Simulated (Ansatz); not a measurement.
# Ga (P2_1/m) in Ansatz: further runs

Runs on Ga. Level: PBE0. Tasks: single point, equation of state.

All numbers are computed with Ansatz 0.2.0; they aren't measurements. Logs are shortened: lines on timing, memory, paths and dates and some standing lists are left out, and cuts for length are marked.

## Step 1: The crystal as given

Symmetry: P2_1/m, No. 11, monoclinic system. Conventional cell: a = 2.778 Å, b = 3.282 Å, c = 4.210 Å, α = 90.00°, β = 108.61°, γ = 90.00°. Around Ga (site symmetry m) lie 8 Ga at 2.71 to 2.84 Å.

This isn't the form of Ga at room conditions, which is orthorhombic.

## Step 2: Single point, PBE0, 17.10 Å³/atom (volume scaled by 0.94)

input.yaml

```yaml
crystal:
  lattice:
    - [2.7217036785, 0.0, 0.0]
    - [0.0, 3.2146183849, 0.0]
    - [-1.3160064422, 0.0, 3.9088161735]
  atoms:
    - { symbol: Ga, position: [0.13459627, 0.75, 0.77016683] }
    - { symbol: Ga, position: [0.86540373, 0.25, 0.22983317] }
hamiltonian:
  xc: pbe0
  pseudopotentials: { kind: paw }
kpoints:
  mp_grid: { grid: [6, 4, 4] }
scf:
  occupations: { method: fermi_dirac, width: 0.05 }
output:
  forces: true
  stress: true
  eigenvalues: true
  write_density: true
  write_potential: true
  elf: true
  volumetric_format: npy
```

Potentials or basis: Ansatz PAW.

The run is started by

```sh
$ ansatz run input.yaml --threads 2 --pin off --max-ram 5632MiB --backend cpu --events-out ev --progress --plain --runs-dir out
```

Log:

```text
Warning: output.stress: scf.convergence.dr2_threshold = 1e-7 eV (the SCF's general default) is looser than the 2e-10 eV advised for a printed stress (1e-10 eV for each atom of the cell: 2). What an SCF threshold leaves in a stress goes as its square root, and in the free energy as the threshold itself, and one threshold admits the most on a small cell: of the crystals measured, under no hybrid functional and no lock of the moments, on runs that ended without the residual-converged pass, on stresses that held no estimate of that error, the worst erred by over 100 MPa in a component at 1e-7 eV an atom and by under 5 at 1e-10. Set scf.convergence.dr2_threshold to 2e-10 eV or tighter. The threshold is an SCF's pass mark: one that does not reach it within its budget of iterations ends unconverged, or closes short of it on a stop that the run arms, and scf.convergence.dr2_threshold's page says what that costs each kind of run
Warning: output.stress: scf.exx.energy_threshold = 1e-6 eV is looser than the 2e-8 eV advised for a stress under a hybrid functional (1e-8 eV for each atom of the cell: 2). Every SCF of the exchange loop can meet its threshold on dr2 while the loop round them stops early: no threshold on dr2 bounds what that leaves in the stress. Set scf.exx.energy_threshold to 2e-8 eV or tighter. The threshold is the loop's pass mark: a loop that does not reach it within its budget of cycles ends unconverged, and scf.exx.energy_threshold's page has the law
Warning: RAYON_NUM_THREADS=2 ignored (pool sized by the plan → 2); use --threads N
Engine: ansatz 0.2.0, x86_64-unknown-linux-gnu
Pseudopotentials: kind: paw
Pseudopotential: Ga, paw, valence charge 13, recommended cutoff 420 eV (normal), Ga.paw.azcp
Functional definition: PBE0
  parameter a = 0.25
  parameter kappa = 0.804
  parameter beta = 0.06672455060314922
  exchange = (1 - a)*pbe_x(kappa = kappa, mu = beta*pi^2/3) + a*exact_x
  correlation = pbe_c(beta = beta)
Crystal: 2 atoms, lattice volume = 34.199 Å³
Basis set: ecut = 420 eV, 671 PW (Γ), exchange–correlation on 40×48×60 points (8 copies of the dense FFT grid, shifted against one another)
Bands: 17, of which v1, the nominal top of the filled ones, is band 13 counted from 1 (12 counted from 0)
Symmetry: 4 space group operations
Space group: P21/m (ITA 11), of the structure as read, at distance tolerance 3.2e-5 Å
k-points: 42 of 96
Non-local potential: Ga, projectors of the file, l = 0: 2, l = 1: 2, l = 2: 3, l = 3: 1
PAW form: soft (Blöchl's): semilocal exchange-correlation on the pseudo side does not see the compensation charge
PAW frozen core: Ga, regenerated for the run's functional, and the local potential with it (the file was generated under x = pbe(κ = 0.804, μ = 0.2195149727645171), c = pbe(β = 0.06672455060314922))
PAW one-centre angular grid: Ga, 590 points (default); XC on 64 Gauss nodes
Initial density: superposition of atomic densities (neutral atoms: chi_scale 0, normalization atom), corrected by the library's trained network
Initial wavefunctions: pseudopotential atomic-orbital guess
Functional: x = pbe(κ = 0.804, μ = 0.2195149727645171), c = pbe(β = 0.06672455060314922), warm-up for x = 0.75 pbe(κ = 0.804, μ = 0.2195149727645171) + 0.25 exact, c = pbe(β = 0.06672455060314922)
SCF iter   1: F=—  HF=-7566.011118 eV  |F-HF|=—  |Δ(HF+E_count)|=         —  Δρ=1.83e-3  dr2=8.79e-4  ethr=1.77e-3  ⟨swp⟩=6.0  Hψ=2796  notcnv=0
preconditioner: auto → none  [insulator: Δε(μ)=0.309 eV  Ē_g=17.693 eV  σ=0.050 eV  W_gap=0.75  n_scr=12 (ndim 8)  ℏωp=32.4 eV  f_vac=0.000  D(μ)=0.35/eV (n_scr^D=0)]
SCF iter   2: F=—  HF=-7566.011205 eV  |F-HF|=—  |Δ(HF+E_count)|=   8.67e-5  Δρ=8.11e-4  dr2=1.38e-4  ethr=3.38e-6  ⟨swp⟩=3.0  Hψ=1627  notcnv=0
iter 3 solved again at ethr=4.52e-8 eV; its pass at ethr=5.29e-7 eV (dr2=1.18e-5 eV) is discarded
SCF iter   3: F=—  HF=-7566.011236 eV  |F-HF|=—  |Δ(HF+E_count)|=   3.16e-5  Δρ=2.24e-4  dr2=1.37e-5  ethr=4.52e-8  ⟨swp⟩=4.0  Hψ=3183  notcnv=0
eigensolver tolerance schedule calibrated: the retry pair's looser diagonalisation under-reported the residual by θ = 0.14 (0.14/decade); ethr = c·dr2/N_el runs at the constant in force after the calibration composes with the one it found (an armed cap, an earlier calibration), c = 5.5e-2
SCF iter   4: F=—  HF=-7566.011234 eV  |F-HF|=—  |Δ(HF+E_count)|=   2.48e-6  Δρ=5.28e-5  dr2=5.55e-7  ethr=2.89e-8  ⟨swp⟩=4.0  Hψ=1983  notcnv=0
SCF iter   5: F=—  HF=-7566.011234 eV  |F-HF|=—  |Δ(HF+E_count)|=   1.09e-7  Δρ=1.43e-5  dr2=4.60e-8  ethr=1.16e-9  ⟨swp⟩=4.0  Hψ=2247  notcnv=0
SCF iter   6: F=—  HF=-7566.011234 eV  |F-HF|=—  |Δ(HF+E_count)|=   6.07e-9  Δρ=4.16e-6  dr2=2.92e-9  ethr=9.66e-11  ⟨swp⟩=4.0  Hψ=2258  notcnv=0
SCF iter   7: F=-7566.011234 eV  HF=-7566.011234 eV  |F-HF|=9.73e-11  |Δ(HF+E_count)|=   1.94e-9  Δρ=8.66e-7  dr2=1.05e-10  ethr=6.14e-12  ⟨swp⟩=3.0  Hψ=1396  notcnv=0
SCF 1 converged in 7 iterations: F = -7566.011234 eV  dr2 = 1.05e-10
Initial density: handed on by an earlier stage of this run
Initial wavefunctions: those handed on with the density
Functional: x = 0.75 pbe(κ = 0.804, μ = 0.2195149727645171) + 0.25 exact, c = pbe(β = 0.06672455060314922)
Frozen-core exchange: fock
iter 1 solved again at ethr=4.89e-5 eV; its pass at ethr=1.00e-1 eV (dr2=2.33e-2 eV) is discarded
SCF iter   1: F=—  HF=-7566.929029 eV  |F-HF|=—  |Δ(HF+E_count)|=         —  Δρ=1.77e-2  dr2=4.21e-2  ethr=4.89e-5  ⟨swp⟩=4.1  Hψ=4145  notcnv=0
eigensolver tolerance schedule calibrated: the retry pair's looser diagonalisation under-reported the residual by θ = 0.42 (0.13/decade); ethr = c·dr2/N_el runs at the constant in force after the calibration composes with the one it found (an armed cap, an earlier calibration), c = 5.5e-2
preconditioner: auto → none  [insulator: Δε(μ)=0.936 eV  Ē_g=21.672 eV  σ=0.050 eV  W_gap=0.58  n_scr=12 (ndim 8)  ℏωp=32.4 eV  f_vac=0.000  D(μ)=0.27/eV (n_scr^D=0)]
[... 5 lines left out ...]
SCF 2 converged in 6 iterations: F = -7566.905072 eV  dr2 = 7.94e-9
  Residual-converged pass: ⟨swp⟩=3.0  Hψ=1480  notcnv=0  max |occ|·‖R‖ = 6.5e-6 eV (tolerance 6.7e-6 eV)  dr2=8.11e-9  dr2_onsite=3.08e-9  max |Δocc| = 1.2e-13
hybrid outer 1: dexx = +1.092e-2 eV, tail = 9.78e-3 eV
Frozen-core exchange: fock
[... 1 line left out ...]
preconditioner: auto → none  [insulator: Δε(μ)=0.862 eV  Ē_g=21.435 eV  σ=0.050 eV  W_gap=0.50  n_scr=12 (ndim 8)  ℏωp=32.4 eV  f_vac=0.000  D(μ)=0.21/eV (n_scr^D=0)]
[... 3 lines left out ...]
SCF 3 stopped early in 4 iterations: F = -7566.918230 eV  dr2 = 1.16e-5
  Residual-converged pass: ⟨swp⟩=2.0  Hψ=1181  notcnv=0  max |occ|·‖R‖ = 6.3e-6 eV (tolerance 6.7e-6 eV)  dr2=1.16e-5  dr2_onsite=2.83e-6  max |Δocc| = 8.9e-14
hybrid outer 2: dexx = +5.271e-4 eV, tail = 1.38e-4 eV, Δε = 1.56e-1 eV (about 1.42e-2 eV left of the loop's levels), ΔF = 8.78e-3 eV/Å (tail 2.35e-2)
Frozen-core exchange: fock
[... 1 line left out ...]
preconditioner: auto → none  [insulator: Δε(μ)=0.824 eV  Ē_g=21.414 eV  σ=0.050 eV  W_gap=0.50  n_scr=12 (ndim 8)  ℏωp=32.4 eV  f_vac=0.000  D(μ)=0.21/eV (n_scr^D=0)]
[... 3 lines left out ...]
SCF iter   5: F=—  HF=-7566.918263 eV  |F-HF|=—  |Δ(HF+E_count)|=   2.97e-7  Δρ=4.97e-5  dr2=5.49e-7  ethr=3.02e-10  ⟨swp⟩=4.0  Hψ=2355  notcnv=0
SCF iter   6: F=—  HF=-7566.918263 eV  |F-HF|=—  |Δ(HF+E_count)|=   7.97e-8  Δρ=1.71e-5  dr2=2.35e-7  ethr=3.02e-10  ⟨swp⟩=3.0  Hψ=1381  notcnv=0
SCF iter   7: F=—  HF=-7566.918263 eV  |F-HF|=—  |Δ(HF+E_count)|=   3.53e-9  Δρ=1.26e-6  dr2=1.96e-7  ethr=8.49e-11  ⟨swp⟩=3.5  Hψ=1789  notcnv=0
SCF iter   8: F=—  HF=-7566.918264 eV  |F-HF|=—  |Δ(HF+E_count)|=   1.29e-6  Δρ=7.24e-6  dr2=4.24e-8  ethr=1.00e-12  ⟨swp⟩=5.0  Hψ=2803  notcnv=0
SCF iter   9: F=—  HF=-7566.918264 eV  |F-HF|=—  |Δ(HF+E_count)|=   1.42e-8  Δρ=4.94e-7  dr2=7.31e-9  ethr=1.00e-12  ⟨swp⟩=4.8  Hψ=2402  notcnv=0
Mixer restart at iter 9: flushing history
SCF iter  10: F=—  HF=-7566.918264 eV  |F-HF|=—  |Δ(HF+E_count)|=   3.33e-8  Δρ=1.58e-6  dr2=2.03e-9  ethr=1.00e-12  ⟨swp⟩=4.2  Hψ=2327  notcnv=0
SCF iter  11: F=-7566.918264 eV  HF=-7566.918264 eV  |F-HF|=1.86e-10  |Δ(HF+E_count)|=  8.96e-10  Δρ=6.26e-7  dr2=2.50e-10  ethr=1.00e-12  ⟨swp⟩=4.0  Hψ=2317  notcnv=0
SCF 4 converged in 11 iterations: F = -7566.918264 eV  dr2 = 2.50e-10
  Residual-converged pass: ⟨swp⟩=2.0  Hψ=923  notcnv=0  max |occ|·‖R‖ = 2.6e-7 eV (tolerance 2.7e-7 eV)  dr2=2.50e-10  dr2_onsite=2.55e-11  max |Δocc| = 1.4e-15
hybrid outer 3: dexx = +2.131e-6 eV, tail = 4.25e-7 eV, Δε = 3.62e-3 eV (about 8.81e-5 eV left of the loop's levels), ΔF = 4.54e-4 eV/Å (tail 1.33e-4)
Frozen-core exchange: fock
SCF iter   1: F=—  HF=-7566.918264 eV  |F-HF|=—  |Δ(HF+E_count)|=         —  Δρ=1.09e-6  dr2=4.78e-10  ethr=1.18e-10  ⟨swp⟩=5.4  Hψ=1711  notcnv=0
preconditioner: auto → none  [insulator: Δε(μ)=0.824 eV  Ē_g=21.416 eV  σ=0.050 eV  W_gap=0.50  n_scr=12 (ndim 8)  ℏωp=32.4 eV  f_vac=0.000  D(μ)=0.21/eV (n_scr^D=0)]
SCF iter   2: F=-7566.918264 eV  HF=-7566.918264 eV  |F-HF|=1.82e-11  |Δ(HF+E_count)|=  8.55e-11  Δρ=5.01e-7  dr2=5.15e-11  ethr=1.00e-12  ⟨swp⟩=4.1  Hψ=1573  notcnv=0
SCF 5 converged in 2 iterations: F = -7566.918264 eV  dr2 = 5.15e-11
  Residual-converged pass: ⟨swp⟩=3.4  Hψ=1774  notcnv=0  max |occ|·‖R‖ = 2.7e-7 eV (tolerance 2.7e-7 eV)  dr2=4.90e-11  dr2_onsite=1.75e-11  max |Δocc| = 8.9e-16
hybrid outer 4: dexx = +2.252e-10 eV, tail = 1.45e-10 eV, Δε = 3.81e-5 eV (about 1.07e-5 eV left of the loop's levels), ΔF = 9.52e-5 eV/Å (tail 6.32e-5)
hybrid SCF converged: 4 outer / 23 inner (+7 warm-up), last move |dexx| = 2.25e-10 eV, tail = 1.45e-10 eV
Stability not checked: this state was not tested for a lower state beside it, because the functional holds exact exchange (a hybrid, or Hartree-Fock), whose exchange loop this test does not read (fock_operator; see scf.lower_state_search)
Free energy (F): -7566.918264 eV
Frozen-core exchange: fock
Harris-Foulkes:  -7566.918264 eV  (|F-HF|=1.82e-11)
Internal energy: -7566.916799 eV  (E = F + TS)
E sigma→0 (E₀):  -7566.917532 eV
Entropy (-TS):   -0.001465 eV (-0.733 meV/atom)
Fermi energy:    10.789327 eV
--- Per-component energies (eV) ---
  E_band       = -115.551251
  E_kinetic    = 230.196227
  E_local      = -3482.461252  (includes V_loc(G=0)·N_el)
  E_nonlocal   = 848.610962
  E_hartree    = 1653.195875
  E_xc         = -107.099766
  E_vxc        = -90.366949  (∫ρ·V_xc dr)
  E_exx        = -106.493384  (= α·E_x^exact, valence–valence)
  E_paw        = -3902.749957  (= ΣΔE_a)
  E_vpaw       = -714.934746  (= ΣTr[D̂ρ^β])
  E_aug_tail   = -0.000232  (compensation charges beyond the density's cutoff)
  E_ewald      = -2700.237984
  E_core_change = 0.122711  (= ΣΔE_core)
  E_smearing   = -0.001465  (= −TS)
  E_closure    = 0.000000  (closes the sum)
  Σ components = -7566.918264   (vs F -7566.918264, Δ=-9.09e-13)
--- Forces (eV/Å), atoms counted from 1 ---
  atom   1  Ga    -0.01918563     0.00000000     0.13984603
  atom   2  Ga     0.01918563     0.00000000    -0.13984603
  max |Σ_I F_I| component: 0.00e0 eV/Å
--- Stress (GPa, compression-positive) ---
        4.683487       0.000000       0.066732
        0.000000       3.542548       0.000000
        0.066732       0.000000       4.381249
  P = ⅓ Tr σ = 4.2024 GPa (42.024 kbar)
--- Band table (eV; the first three rows and the last of 42) ---
  k-point 0: bands = ["-7.6418", "-7.6332", "-7.5568", "-7.5501", "-7.2522", "-7.2504", "-7.1888", "-7.1849", "-7.1771", "-7.0286", "-2.8276", "8.0100", "9.6102", "13.4942", "17.4694", "21.9788", "23.1977"]
  k-point 1: bands = ["-7.6700", "-7.5538", "-7.5531", "-7.4568", "-7.3123", "-7.2787", "-7.2339", "-7.1492", "-7.1239", "-7.1223", "-2.1459", "3.6646", "14.2674", "15.1170", "18.4856", "20.2688", "20.4110"]
  k-point 2: bands = ["-7.7044", "-7.4597", "-7.4006", "-7.3790", "-7.3449", "-7.3305", "-7.3177", "-7.2965", "-7.1290", "-7.0835", "-0.4566", "0.5390", "16.0327", "17.2676", "18.5375", "18.8824", "19.7070"]
  k-point 41: bands = ["-7.5809", "-7.5809", "-7.5326", "-7.5326", "-7.2627", "-7.2627", "-7.2041", "-7.2041", "-7.0489", "-7.0489", "7.4710", "7.4710", "8.8515", "8.8515", "13.5868", "13.5868", "16.3175"]
```

Run time: 55 s. Hardware: 2 threads of Intel Xeon at 2.50GHz (Skylake/Cascade Lake), shared host; peak memory 0.89 GiB.

What came out:

* Free energy: -7566.9183 eV
* Pressure: 4.2 GPa
* Largest force: 0.141 eV/Å
* Band gap on the k mesh: none (metal or under the smearing width)

Caveat: the k mesh is coarse (spacing up to 0.49 Å⁻¹), so the values aren't converged, least of all with exact exchange; the PAW data sets come from PBE, with cores solved anew for the run's functional, which leaves a small shift of forces and pressure; the thresholds are loose for stress.

(Continued in part 2 of 2.)
